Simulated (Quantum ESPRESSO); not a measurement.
# Commensurate spirals of FeO (Wuestite), part 2 of 2

This program has no spiral boundary conditions, so spirals of FeO (Wuestite) are built in supercells. What do they cost, in energy and in time?

Quantum ESPRESSO 7.5; LDA; plane waves with GBRV 1.5 LDA potentials, no spin-orbit coupling, flat spiral in a supercell.

So far: Starting point; Parallel moments, one cell; One turn in 2 cells along the input cell's b; One turn in 3 cells along the input cell's b.

### Step 4. One turn in 3 cells along the input cell's b (continued)

Valence density in the bc plane at fractional x = 0.000, with atoms of Fe within 0.2 Å of it. It is the smooth field of the valence electrons, not physical close to the nuclei.

Ten even steps from '0' (0 e/Å³) to '9' (23 e/Å³), each cell a mean:
```
95000001793000003981000006
22000000121000000121000000
00000000000000000000000000
00000000000000000000000000
00000000000000000000000000
00000000000000000000000000
20000003410000014300000024
82000005971000018950000039
```
Columns run along b (9.2 Å), rows up along c (3.1 Å). Atoms in or near the plane, at fractional coordinates: Fe at (0.00, 0.00), Fe at (0.33, 0.00), Fe at (0.67, 0.00).

### Step 5. One turn in 4 cells along the input cell's b

Neighbouring cells are turned by 90° in the xy plane; the cell holds 8 atoms.

File pw.in:

```
&CONTROL
  calculation = 'scf'
  prefix = 'pwscf'
  outdir = './tmp'
  pseudo_dir = './pseudo'
  disk_io = 'nowf'
/
&SYSTEM
  ibrav = 0
  nat = 8
  ntyp = 8
  ecutwfc = 34
  ecutrho = 238
  nbnd = 114
  occupations = 'smearing'
  smearing = 'fd'
  degauss = 0.00734986
  noncolin = .true.
  starting_magnetization(1) = 0.25
  angle1(1) = 90
  angle2(1) = 0
  starting_magnetization(2) = 0.25
  angle1(2) = 90
  angle2(2) = 90
  starting_magnetization(3) = 0.25
  angle1(3) = 90
  angle2(3) = 180
  starting_magnetization(4) = 0.25
  angle1(4) = 90
  angle2(4) = -90
  starting_magnetization(5) = 0
  starting_magnetization(6) = 0
  starting_magnetization(7) = 0
  starting_magnetization(8) = 0
/
&ELECTRONS
  conv_thr = 8d-06
  electron_maxstep = 150
  mixing_beta = 0.3
/
ATOMIC_SPECIES
Fe1    55.8450 fe_lda_v1.5.uspp.F.UPF
Fe2    55.8450 fe_lda_v1.5.uspp.F.UPF
Fe3    55.8450 fe_lda_v1.5.uspp.F.UPF
Fe4    55.8450 fe_lda_v1.5.uspp.F.UPF
O1     15.9990 o_lda_v1.2.uspp.F.UPF
O2     15.9990 o_lda_v1.2.uspp.F.UPF
O3     15.9990 o_lda_v1.2.uspp.F.UPF
O4     15.9990 o_lda_v1.2.uspp.F.UPF
CELL_PARAMETERS angstrom
   1.5188209023    0.8768916568    2.5195772846
  -6.0752836092    3.5075666272   10.0783091384
   0.0000000000   -1.7537833135    2.5195772846
ATOMIC_POSITIONS crystal
Fe1     0.0000000000    0.0000000000    0.0000000000
Fe2     0.0000000000    0.2500000000    0.0000000000
Fe3     0.0000000000    0.5000000000    0.0000000000
Fe4     0.0000000000    0.7500000000    0.0000000000
O1      0.5000000000    0.1250000000    0.5000000000
O2      0.5000000000    0.3750000000    0.5000000000
O3      0.5000000000    0.6250000000    0.5000000000
O4      0.5000000000    0.8750000000    0.5000000000
K_POINTS automatic
6 3 6 0 0 0
```

Run with:

```
$ OMP_NUM_THREADS=1 mpirun -n 4 pw.x -nk 4 -in pw.in > pw.out
```

Output:

```text
     [... lines left out ...]
Program PWSCF v.7.5 starts
     [... lines left out ...]
     number of atoms/cell      =            8
     [... lines left out ...]
     number of electrons       =        88.00
     number of Kohn-Sham states=          114
     kinetic-energy cutoff     =      34.0000  Ry
     charge density cutoff     =     238.0000  Ry
     scf convergence threshold =      8.0E-06
     [... lines left out ...]
     Noncollinear calculation without spin-orbit
     [... lines left out ...]
     No symmetry found
     [... lines left out ...]
     number of k points=   108  Fermi-Dirac smearing, width (Ry)=  0.0073
     [... lines left out ...]
     iteration # 11     ecut=    34.00 Ry     beta= 0.30
     [... lines left out ...]
     atom number    1 relative position :    0.0000   0.0000   0.0000
     [... lines left out ...]
     magnetization :          3.331692    0.000255    0.000027
     [... lines left out ...]
     atom number    2 relative position :   -0.4948   0.2856   0.8207
[...]
magnetization :          0.000034    3.331488    0.000015
[...]
atom number    3 relative position :   -0.9895   0.5713   1.6415
[...]
magnetization :         -3.331455   -0.000049   -0.000003
[...]
atom number    4 relative position :   -1.4843   0.8569   2.4622
[...]
magnetization :         -0.000233   -3.331799    0.000034
     [... lines left out ...]
     atom number    5 relative position :    0.0000   0.0000   1.2311
     [... lines left out ...]
     magnetization :          0.150555    0.150564    0.000002
     [... lines left out ...]
     atom number    6 relative position :   -0.4948   0.2856   2.0519
     [... lines left out ...]
     magnetization :         -0.150544    0.150547    0.000001
     [... lines left out ...]
     atom number    7 relative position :   -0.9895   0.5713   2.8726
     [... lines left out ...]
     magnetization :         -0.150562   -0.150561    0.000001
     [... lines left out ...]
     atom number    8 relative position :   -1.4843   0.8569   3.6934
     [... lines left out ...]
     magnetization :          0.150535   -0.150536    0.000003
     [... lines left out ...]
     the Fermi energy is    13.9544 ev
!    total energy              =   -1130.24611143 Ry
     estimated scf accuracy    <       0.00000185 Ry
     smearing contrib. (-TS)   =      -0.01776490 Ry
     [... lines left out ...]
     total magnetization       =     0.00    -0.00     0.00 Bohr mag/cell
     absolute magnetization    =    15.08 Bohr mag/cell
     convergence has been achieved in  11 iterations
```

Run time: 4.5 min. Hardware: 4 MPI ranks of Arm Neoverse V2, shared host; peak memory 1.2 GiB.

This step gave:

| Quantity | Value |
| --- | --- |
| smearing term TS | 0.2417 eV |
| magnetization | 0, 0, 0 μB |
| absolute magnetization | 15.08 μB |
| final state | non-collinear |
| largest moment | 3.332 μB |

### Step 6. The spirals together

Spirals:

| q along the reciprocal vector | energy less that at q = 0 (meV a seeded atom) | largest site moment (μB) | typed angles kept | CPU time (s) |
| --- | --- | --- | --- | --- |
| 0 | 0 | 3.427 | yes | 88.82 |
| 0.25 | -7.268 | 3.332 | yes | 1083 |
| 0.3333 | 1.598 | 3.292 | yes | 727.7 |
| 0.5 | 17.94 | 3.255 | yes | 356.4 |

Energy less that at q = 0, self-consistent against path:

| path (Å⁻¹) | energy less that at q = 0, self-consistent (meV a seeded atom) |
| --- | --- |
| 0.000 | 0 |
| 0.632 | -7.27 |
| 0.843 | 1.60 |
| 1.264 | 17.9 |

### Step 7. What came out

| Property | Result |
| --- | --- |
| lowest point | q = 0.25 along b*, -7.27 meV a seeded atom |
| highest point | q = 0.5, 17.9 meV a seeded atom |

What this shows: The state at q = 0.25 lies 7.3 meV a seeded atom under the parallel one; the true minimum can lie between these fractions or off this line. The moment changes by 5.0 % between the spirals. The cell of 4 repeats took 12 times the CPU time of the single cell, though its mesh is shorter in proportion. Here b and b* are vectors of the cell in the input, which need not be the conventional cell, and only this direction was probed. The mesh is coarse, so differences of some ten meV can be noise in a metal. Energies are free energies at an electronic temperature of 1160 K, which lowers moments and differences where the moments are itinerant. No Hubbard term acts here. In such compounds local and semilocal functionals without one often delocalise the d electrons, and can shrink or lose moments and miss the size, sign and order of the couplings. The cutoff lies under the 40 Ry that these files are usually run at. The smearing term is large for its width, so states at the Fermi level are partly filled: at this level the cell is a metal or has a gap of a few widths at most.

[Logs and program files are shortened in this print: banners, set-up blocks, solver, clock and traceback lines can be left out without a mark of their own.]

[Logs are printed without paths, hosts, clocks, repeated set-up lines and the standing remarks that a program may print on its own settings, such as how far it seeks lower states.]

[Hosts, paths, dates, database ids (printed as entryN), source tags and the programs' standing remarks are cut or masked in the printed files.]

[Where a cell is said to come from a database of computed structures, the database is the Materials Project.]
